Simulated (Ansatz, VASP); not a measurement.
## NaCl in VASP and in Ansatz

```xyz
2
Lattice="0.0000 2.9428 2.9428 2.9428 0.0000 2.9428 2.9428 2.9428 0.0000" Properties=species:S:1:pos:R:3 pbc="T T T"
Na    0.0000    0.0000    0.0000
Cl    2.9428    2.9428    2.9428
```

Change from the starting cell: hydrostatic strain +5.0%.

Alike in both runs: task single point; functional PBE; k mesh 8 × 8 × 8; occupations fermi-dirac, width 0.02 eV; no spin polarisation.

|  | VASP | Ansatz |
| --- | --- | --- |
| version | VASP 6.6.1 | Ansatz 0.2.0 |
| potentials or method | VASP PAW PBE potentials, release 64 (Na_pv, Cl) | plane waves, PAW |
| plane-wave cutoff (eV) | 520 | 420 |
| valence electrons in the cell | 14 | 16 |

```tsv
	VASP	Ansatz	Ansatz less VASP
gap on the k mesh at the Fermi level (eV)	4.65	4.65	+0.001
pressure (GPa)	-1.9	-1.9	+0.03
```

With one functional, cell and mesh, what is left measures potentials, basis and numerics. The two sets of potentials don't hold the same shells in valence.

A k mesh can miss the band edges.
